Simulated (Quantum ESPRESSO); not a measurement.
# MgB2 (P6/mmm) in Quantum ESPRESSO: notebook, part 2 of 2

Quantum ESPRESSO 7.5. The steps go on from the part before.

**3. Band structure, PBE, spin-orbit coupling, no magnetisation**

pw.in reads:

```
&CONTROL
  calculation = 'scf'
  prefix = 'pwscf'
  outdir = './tmp'
  pseudo_dir = './pseudo'
  tprnfor = .true.
  tstress = .true.
  disk_io = 'low'
/
&SYSTEM
  ibrav = 0
  celldm(1) = 8
  nat = 3
  ntyp = 2
  ecutwfc = 84
  nbnd = 28
  occupations = 'smearing'
  smearing = 'fd'
  degauss = 0.00367493
  noncolin = .true.
  lspinorb = .true.
/
&ELECTRONS
  conv_thr = 6d-10
  electron_maxstep = 120
  mixing_beta = 0.5
/
ATOMIC_SPECIES
Mg    24.3050 Mg.upf
B     10.8100 B.upf
CELL_PARAMETERS alat
  0.7287256368088   0.0000000000000   0.0000000000000
 -0.3643628184044   0.6310949138713   0.0000000000000
  0.0000000000000   0.0000000000000   0.8321881421321
ATOMIC_POSITIONS crystal
Mg     0.0000000000    0.0000000000    0.0000000000
B      0.6666666667    0.3333333333    0.5000000000
B      0.3333333333    0.6666666667    0.5000000000
K_POINTS automatic
10 10 8 0 0 0
```

bands.in reads:

```
&CONTROL
  calculation = 'bands'
  prefix = 'pwscf'
  outdir = './tmp'
  pseudo_dir = './pseudo'
  disk_io = 'low'
  verbosity = 'high'
/
&SYSTEM
  ibrav = 0
  celldm(1) = 8
  nat = 3
  ntyp = 2
  ecutwfc = 84
  nbnd = 28
  occupations = 'smearing'
  smearing = 'fd'
  degauss = 0.00367493
  noncolin = .true.
  lspinorb = .true.
/
&ELECTRONS
  conv_thr = 1d-08
  electron_maxstep = 120
  mixing_beta = 0.5
  diago_full_acc = .true.
  startingwfc = 'random'
/
ATOMIC_SPECIES
Mg    24.3050 Mg.upf
B     10.8100 B.upf
CELL_PARAMETERS alat
  0.7287256368088   0.0000000000000   0.0000000000000
 -0.3643628184044   0.6310949138713   0.0000000000000
  0.0000000000000   0.0000000000000   0.8321881421321
ATOMIC_POSITIONS crystal
Mg     0.0000000000    0.0000000000    0.0000000000
B      0.6666666667    0.3333333333    0.5000000000
B      0.3333333333    0.6666666667    0.5000000000
K_POINTS crystal
60
 0.0000000000  0.0000000000  0.0000000000 1
 0.0714285714  0.0000000000  0.0000000000 1
 0.1428571429  0.0000000000  0.0000000000 1
 0.2142857143  0.0000000000  0.0000000000 1
 0.2857142857  0.0000000000  0.0000000000 1
 0.3571428571  0.0000000000  0.0000000000 1
 0.4285714286  0.0000000000  0.0000000000 1
 0.5000000000  0.0000000000  0.0000000000 1
 0.4583333333  0.0833333333  0.0000000000 1
 0.4166666667  0.1666666667  0.0000000000 1
 0.3750000000  0.2500000000  0.0000000000 1
 0.3333333333  0.3333333333  0.0000000000 1
 0.2916666667  0.2916666667  0.0000000000 1
 0.2500000000  0.2500000000  0.0000000000 1
 0.2083333333  0.2083333333  0.0000000000 1
 0.1666666667  0.1666666667  0.0000000000 1
 0.1250000000  0.1250000000  0.0000000000 1
 0.0833333333  0.0833333333  0.0000000000 1
 0.0416666667  0.0416666667  0.0000000000 1
 0.0000000000  0.0000000000  0.0000000000 1
 0.0000000000  0.0000000000  0.1000000000 1
 0.0000000000  0.0000000000  0.2000000000 1
 0.0000000000  0.0000000000  0.3000000000 1
 0.0000000000  0.0000000000  0.4000000000 1
 0.0000000000  0.0000000000  0.5000000000 1
 0.0714285714  0.0000000000  0.5000000000 1
 0.1428571429  0.0000000000  0.5000000000 1
 0.2142857143  0.0000000000  0.5000000000 1
 0.2857142857  0.0000000000  0.5000000000 1
 0.3571428571  0.0000000000  0.5000000000 1
 0.4285714286  0.0000000000  0.5000000000 1
 0.5000000000  0.0000000000  0.5000000000 1
 0.4583333333  0.0833333333  0.5000000000 1
 0.4166666667  0.1666666667  0.5000000000 1
 0.3750000000  0.2500000000  0.5000000000 1
 0.3333333333  0.3333333333  0.5000000000 1
 0.3000000000  0.3000000000  0.5000000000 1
 0.2666666667  0.2666666667  0.5000000000 1
 0.2333333333  0.2333333333  0.5000000000 1
 0.2000000000  0.2000000000  0.5000000000 1
 0.1666666667  0.1666666667  0.5000000000 1
 0.1333333333  0.1333333333  0.5000000000 1
 0.1000000000  0.1000000000  0.5000000000 1
 0.0666666667  0.0666666667  0.5000000000 1
 0.0333333333  0.0333333333  0.5000000000 1
 0.0000000000  0.0000000000  0.5000000000 1
 0.5000000000  0.0000000000  0.5000000000 1
 0.5000000000  0.0000000000  0.4166666667 1
 0.5000000000  0.0000000000  0.3333333333 1
 0.5000000000  0.0000000000  0.2500000000 1
 0.5000000000  0.0000000000  0.1666666667 1
 0.5000000000  0.0000000000  0.0833333333 1
 0.5000000000  0.0000000000  0.0000000000 1
 0.3333333333  0.3333333333  0.0000000000 1
 0.3333333333  0.3333333333  0.0833333333 1
 0.3333333333  0.3333333333  0.1666666667 1
 0.3333333333  0.3333333333  0.2500000000 1
 0.3333333333  0.3333333333  0.3333333333 1
 0.3333333333  0.3333333333  0.4166666667 1
 0.3333333333  0.3333333333  0.5000000000 1
```

Potentials or basis: PseudoDojo 0.4 FR PBE standard.

Started as:

```bash
> OMP_NUM_THREADS=1 pw.x -in pw.in > pw.out
> OMP_NUM_THREADS=1 pw.x -in bands.in > bands.out
```

pw.out:

```text
This program is part of the open-source Quantum ESPRESSO suite
     for quantum simulation of materials; please cite
[... 9 lines left out ...]
     --------------------
     sticks:   dense  smooth     PW     G-vecs:    dense   smooth      PW
     Sum         769     769    241                20331    20331    3285

     Using Slab Decomposition

     bravais-lattice index     =            0
     lattice parameter (alat)  =       8.0000  a.u.
     unit-cell volume          =     195.9522 (a.u.)^3
     number of atoms/cell      =            3
     number of atomic types    =            2
     number of electrons       =        16.00
     number of Kohn-Sham states=           28
     kinetic-energy cutoff     =      84.0000  Ry
     charge density cutoff     =     336.0000  Ry
     scf convergence threshold =      6.0E-10
     mixing beta               =       0.5000
     number of iterations used =            8  plain     mixing
     Exchange-correlation= PBE
                           (   1   4   3   4   0   0   0)
     Non magnetic calculation with spin-orbit

     celldm(1)=   8.000000  celldm(2)=   0.000000  celldm(3)=   0.000000
     celldm(4)=   0.000000  celldm(5)=   0.000000  celldm(6)=   0.000000

     crystal axes: (cart. coord. in units of alat)
               a(1) = (   0.728726   0.000000   0.000000 )
               a(2) = (  -0.364363   0.631095   0.000000 )
               a(3) = (   0.000000   0.000000   0.832188 )

[... 173 lines left out ...]
     iteration #  8     ecut=    84.00 Ry     beta= 0.50
     Davidson diagonalization with overlap
     ethr =  1.30E-10,  avg # of iterations =  2.4

     End of self-consistent calculation

          k = 0.0000 0.0000 0.0000 (  2581 PWs)   bands (ev):

   -66.0700 -66.0700 -33.0362 -33.0362 -32.7542 -32.7542 -32.7408 -32.7408
    -3.2302  -3.2302   6.2489   6.2489   9.5428   9.5428   9.5458   9.5458
    10.8487  10.8487  15.4910  15.4910  15.4984  15.4984  17.2536  17.2536
    19.0991  19.0991  21.8773  21.8773
[... 192 lines left out ...]
   -66.0665 -66.0665 -33.0532 -33.0532 -32.7792 -32.7792 -32.7458 -32.7458
     1.4351   1.4351   2.1078   2.1078   6.0889   6.0889   7.2570   7.2570
     8.3442   8.3442  14.6207  14.6207  18.3458  18.3458  18.4371  18.4371
    20.5124  20.5124  22.7162  22.7163

          k = 0.0000-0.7923-0.6008 (  2536 PWs)   bands (ev):

   -66.0665 -66.0665 -33.0533 -33.0533 -32.7792 -32.7792 -32.7464 -32.7464
     1.6301   1.6301   2.2761   2.2761   5.6255   5.6255   7.3032   7.3032
     7.8917   7.8917  14.8945  14.8945  17.9451  17.9451  18.0858  18.0858
    22.1919  22.1919  24.7936  24.7936
[... 276 lines left out ...]
   -66.0661 -66.0661 -33.0545 -33.0545 -32.7805 -32.7805 -32.7484 -32.7484
     2.1281   2.1281   3.3409   3.3409   4.3158   4.3158   6.4630   6.4630
     7.8609   7.8609  12.9588  12.9588  19.9398  19.9398  20.4320  20.4320
    22.5714  22.5714  22.7041  22.7041

     the Fermi energy is     9.2240 ev

!    total energy              =    -130.57689277 Ry
     estimated scf accuracy    <          1.2E-10 Ry
     smearing contrib. (-TS)   =      -0.00044113 Ry
     internal energy E=F+TS    =    -130.57645164 Ry

     The total energy is F=E-TS. E is the sum of the following terms:
     one-electron contribution =     -76.57335614 Ry
     hartree contribution      =      40.69233002 Ry
     xc contribution           =     -20.83950150 Ry
     ewald contribution        =     -73.85592402 Ry

     convergence has been achieved in   8 iterations

     Forces acting on atoms (cartesian axes, Ry/au):

     atom    1 type  1   force =     0.00000000    0.00000000    0.00000000
     atom    2 type  2   force =    -0.00000000   -0.00000000    0.00000000
     atom    3 type  2   force =    -0.00000000   -0.00000000    0.00000000

     Total force =     0.000000     Total SCF correction =     0.000000

     Computing stress (Cartesian axis) and pressure

          total   stress  (Ry/bohr**3)                   (kbar)     P=       -8.63
  -0.00006233  -0.00000000   0.00000000           -9.17       -0.00        0.00
  -0.00000000  -0.00006233  -0.00000000           -0.00       -9.17       -0.00
   0.00000000   0.00000000  -0.00005140            0.00        0.00       -7.56

=------------------------------------------------------------------------------=
   JOB DONE.
=------------------------------------------------------------------------------=
```

bands.out:

```text
This program is part of the open-source Quantum ESPRESSO suite
     for quantum simulation of materials; please cite
         "P. Giannozzi et al., J. Phys.:Condens. Matter 21 395502 (2009);
         "P. Giannozzi et al., J. Phys.:Condens. Matter 29 465901 (2017);
         "P. Giannozzi et al., J. Chem. Phys. 152 154105 (2020);
     in publications or presentations arising from this work. More details at
[... 999 lines left out ...]
     2.8205   2.8205   2.8211   2.8211   4.0181   4.0181   7.1757   7.1757
     7.1825   7.1825  12.7432  12.7432  20.8335  20.8335  21.0614  21.0614
    21.0645  21.0645  23.0565  23.0565

=------------------------------------------------------------------------------=
   JOB DONE.
=------------------------------------------------------------------------------=
```

Wall time 2 min (1 thread of Intel Xeon 6975P-C (Granite Rapids), shared host); peak memory 0.23 GiB.

What came out:

```
Free energy            : -1776.5891 eV
Pressure               : -0.9 GPa
Band gap on the k mesh : none (metal or under the smearing width)
```

Stress tensor (GPa, compression positive):
```
-0.92  0.00  0.00
 0.00 -0.92  0.00
 0.00  0.00 -0.76
```

Levels at the corners of the path, in eV from the Fermi level:
```tsv
point	band 12	band 13	band 14	band 15	band 16	band 17	band 18	band 19	band 20	band 21
Γ	-2.98	0.32	0.32	0.32	0.32	1.62	1.62	6.27	6.27	6.27
M	-7.86	-2.22	-2.22	0.18	0.18	3.03	3.03	3.86	3.86	5.28
K	-7.30	-5.88	-5.88	1.76	1.76	1.76	1.76	6.13	6.13	6.14
Γ	-2.98	0.32	0.32	0.32	0.32	1.62	1.62	6.27	6.27	6.27
A	-7.47	0.69	0.69	0.69	0.69	6.63	6.63	6.63	6.63	7.89
L	-6.95	-3.60	-3.60	-1.92	-1.92	-1.33	-1.33	5.67	5.67	8.72
H	-6.40	-5.21	-5.21	-2.05	-2.05	-2.04	-2.04	3.52	3.52	11.61
A	-7.47	0.69	0.69	0.69	0.69	6.63	6.63	6.63	6.63	7.89
L	-6.95	-3.60	-3.60	-1.92	-1.92	-1.33	-1.33	5.67	5.67	8.72
M	-7.86	-2.22	-2.22	0.18	0.18	3.03	3.03	3.86	3.86	5.28
K	-7.30	-5.88	-5.88	1.76	1.76	1.76	1.76	6.13	6.13	6.14
H	-6.40	-5.21	-5.21	-2.05	-2.05	-2.04	-2.04	3.52	3.52	11.61
```

**4. Relaxation of the atoms, PBE, 9.29 Å³/atom**

pw.in reads:

```
&CONTROL
  calculation = 'relax'
  prefix = 'pwscf'
  outdir = './tmp'
  pseudo_dir = './pseudo'
  tprnfor = .true.
  tstress = .true.
  disk_io = 'low'
  nstep = 40
  forc_conv_thr = 0.0004
  etot_conv_thr = 1d-05
/
&SYSTEM
  ibrav = 0
  nat = 3
  ntyp = 2
  ecutwfc = 55
  ecutrho = 440
  nbnd = 9
  occupations = 'smearing'
  smearing = 'fd'
  degauss = 0.00367493
/
&ELECTRONS
  conv_thr = 6d-10
  electron_maxstep = 120
  mixing_beta = 0.5
/
&IONS
  ion_dynamics = 'bfgs'
/
ATOMIC_SPECIES
Mg    24.3050 Mg.pbe-n-kjpaw_psl.0.3.0.UPF
B     10.8100 b_pbe_v1.4.uspp.F.UPF
CELL_PARAMETERS angstrom
   3.0850000000    0.0000000000    0.0000000000
  -1.5425000000    2.6716883707    0.0000000000
   0.0000000000    0.0000000000    3.3820800000
ATOMIC_POSITIONS crystal
Mg     0.0000000000    0.0000000000    0.0000000000
B      0.6666666667    0.3333333333    0.5000000000
B      0.3333333333    0.6666666667    0.5000000000
K_POINTS automatic
10 10 8 0 0 0
```

Potentials or basis: SSSP 1.3 efficiency PBE.

Started as:

```bash
> OMP_NUM_THREADS=1 pw.x -in pw.in > pw.out
```

It took 9.1 s on 1 thread of Arm Neoverse V2, shared host; peak memory 0.07 GiB.

It converged, with:

```yaml
Free_energy: -631.7380 eV
Pressure_after_relaxing: 3.4 GPa
Band_gap_on_the_k_mesh: none (metal or under the smearing width)
```

Caveat: the relaxation stopped at its first step, so nothing moved.

**5. Relaxation of the atoms, PBE, 9.49 Å³/atom**

Edit pw.in of step 4 so:

```diff
@@ -37,3 +37,3 @@
   -1.5425000000    2.6716883707    0.0000000000
-   0.0000000000    0.0000000000    3.3820800000
+   0.0000000000    0.0000000000    3.4525400000
 ATOMIC_POSITIONS crystal
```

Started as:

```bash
> OMP_NUM_THREADS=1 pw.x -in pw.in > pw.out
```

Run time: 9.2 s. Hardware: 1 thread of Arm Neoverse V2, shared host; peak memory 0.07 GiB.

Results (log left out):

```
Free energy             : -631.7629 eV
Pressure after relaxing : 0.9 GPa
Band gap on the k mesh  : none (metal or under the smearing width)
```

Caveat: the relaxation stopped at its first step, so nothing moved.
